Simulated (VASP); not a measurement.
Input of a VASP 6.6.1 run:

Contents of POSCAR:

```
InP
1.0
    0.0000000000      2.9305000000      2.9305000000
    2.9305000000      0.0000000000      2.9305000000
    2.9305000000      2.9305000000      0.0000000000
In P
1 1
Direct
    0.0000000000      0.0000000000      0.0000000000
    0.7500000000      0.7500000000      0.7500000000
```

Contents of INCAR.step1:

```
PREC     = Accurate       # precision mode
ENCUT    = 520            # plane-wave cutoff, eV
EDIFF    = 1E-5           # SCF threshold, eV
ISMEAR   = 0              # smearing method
SIGMA    = 0.02           # smearing width, eV
LREAL    = False          # projectors in reciprocal space
LASPH    = True           # aspherical terms in the spheres
NELM     = 60             # most SCF steps
ALGO     = Normal         # electronic algorithm
ISIF     = 2              # what is computed and relaxed
LWAVE    = True           # write WAVECAR
LCHARG   = False          # write CHGCAR
NBANDS   = 16             # bands
GGA      = PE             # functional
KPAR     = 4
```

Contents of INCAR.step2:

```
PREC     = Accurate       # precision mode
ENCUT    = 520            # plane-wave cutoff, eV
EDIFF    = 1E-7           # SCF threshold, eV
ISMEAR   = 0              # smearing method
SIGMA    = 0.02           # smearing width, eV
LREAL    = False          # projectors in reciprocal space
LASPH    = True           # aspherical terms in the spheres
NELM     = 60             # most SCF steps
ALGO     = Normal         # electronic algorithm
ISIF     = 2              # what is computed and relaxed
LWAVE    = False          # write WAVECAR
LCHARG   = False          # write CHGCAR
GGA      = PE             # functional
LHFCALC  = True           # exact exchange
HFSCREEN = 0.3            # screening, 1/A
PRECFOCK = Fast         
NBANDS   = 16             # bands
ISTART   = 1            
KPAR     = 4
```

The input KPOINTS:

```
regular mesh
0
Gamma
  6 6 6
```

File KPOINTS_OPT:

```
path GXWKGLUWLK,UX
8
line-mode
reciprocal
 0.0000000000  0.0000000000  0.0000000000  G
 0.5000000000  0.0000000000  0.5000000000  X

 0.5000000000  0.0000000000  0.5000000000  X
 0.5000000000  0.2500000000  0.7500000000  W

 0.5000000000  0.2500000000  0.7500000000  W
 0.3750000000  0.3750000000  0.7500000000  K

 0.3750000000  0.3750000000  0.7500000000  K
 0.0000000000  0.0000000000  0.0000000000  G

 0.0000000000  0.0000000000  0.0000000000  G
 0.5000000000  0.5000000000  0.5000000000  L

 0.5000000000  0.5000000000  0.5000000000  L
 0.6250000000  0.2500000000  0.6250000000  U

 0.6250000000  0.2500000000  0.6250000000  U
 0.5000000000  0.2500000000  0.7500000000  W

 0.5000000000  0.2500000000  0.7500000000  W
 0.5000000000  0.5000000000  0.5000000000  L

 0.5000000000  0.5000000000  0.5000000000  L
 0.3750000000  0.3750000000  0.7500000000  K

 0.6250000000  0.2500000000  0.6250000000  U
 0.5000000000  0.0000000000  0.5000000000  X
```

Potentials or basis: VASP PAW PBE potentials, release 64 (In_d, P).

Run with:

```bash
$ cat potpaw_PBE.64/In_d/POTCAR potpaw_PBE.64/P/POTCAR > POTCAR
$ cp INCAR.step1 INCAR
$ mpirun -np 4 vasp_std > vasp.out
$ cp INCAR.step2 INCAR
$ mpirun -np 4 vasp_std > vasp.out
```

Question: Estimate the band gap along the path.

Answer: 1.34 eV, direct.

Question: Estimate the pressure.

Answer: 1.7 GPa.

Question: Predict the band gap on the k mesh.

Answer: 1.34 eV, direct.

Levels at the corners of the path, in eV from the valence-band top:
| point | band 6 | band 7 | band 8 | band 9 | band 10 | band 11 | band 12 | band 13 |
| --- | --- | --- | --- | --- | --- | --- | --- | --- |
| Γ | -12.63 | 0.00 | 0.00 | 0.00 | 1.34 | 4.73 | 4.73 | 4.73 |
| X | -10.06 | -6.15 | -2.50 | -2.50 | 2.21 | 2.82 | 10.19 | 10.67 |
| X | -10.06 | -6.15 | -2.50 | -2.50 | 2.21 | 2.82 | 10.19 | 10.67 |
| W | -9.98 | -5.97 | -3.17 | -3.10 | 4.86 | 5.19 | 6.30 | 6.84 |
| W | -9.98 | -5.97 | -3.17 | -3.10 | 4.86 | 5.19 | 6.30 | 6.84 |
| K | -10.07 | -5.98 | -3.54 | -2.08 | 2.88 | 5.09 | 8.34 | 8.38 |
| K | -10.07 | -5.98 | -3.54 | -2.08 | 2.88 | 5.09 | 8.34 | 8.38 |
| Γ | -12.63 | 0.00 | 0.00 | 0.00 | 1.34 | 4.73 | 4.73 | 4.73 |
| Γ | -12.63 | 0.00 | 0.00 | 0.00 | 1.34 | 4.73 | 4.73 | 4.73 |
| L | -10.77 | -6.15 | -1.04 | -1.04 | 2.09 | 5.46 | 5.46 | 7.83 |
| L | -10.77 | -6.15 | -1.04 | -1.04 | 2.09 | 5.46 | 5.46 | 7.83 |
| U | -10.07 | -5.98 | -3.54 | -2.08 | 2.88 | 5.09 | 8.34 | 8.38 |
| U | -10.07 | -5.98 | -3.54 | -2.08 | 2.88 | 5.09 | 8.34 | 8.38 |
| W | -9.98 | -5.97 | -3.17 | -3.10 | 4.86 | 5.19 | 6.30 | 6.84 |
| W | -9.98 | -5.97 | -3.17 | -3.10 | 4.86 | 5.19 | 6.30 | 6.84 |
| L | -10.77 | -6.15 | -1.04 | -1.04 | 2.09 | 5.46 | 5.46 | 7.83 |
| L | -10.77 | -6.15 | -1.04 | -1.04 | 2.09 | 5.46 | 5.46 | 7.83 |
| K | -10.07 | -5.98 | -3.54 | -2.08 | 2.88 | 5.09 | 8.34 | 8.38 |
| U | -10.07 | -5.98 | -3.54 | -2.08 | 2.88 | 5.09 | 8.34 | 8.38 |
| X | -10.06 | -6.15 | -2.50 | -2.50 | 2.21 | 2.82 | 10.19 | 10.67 |

Caveat: the PAW data sets were made with another functional, which shifts forces and pressure a little; spin-orbit coupling is left out, which moves the levels of the heavy elements.

**Measured values to compare with.**

From a printed reference work, data compilation, for a bulk crystal of InP at 1.6 K: band gap 1.4236 eV (direct).

Measured gap of InP: 1.4236 eV (direct; 1.6 K; a printed reference work, data compilation). This calculation gives 1.34 eV (-0.09 eV). Spin-orbit coupling on In is left out. The value is that of HSE03, without temperature or zero-point motion.
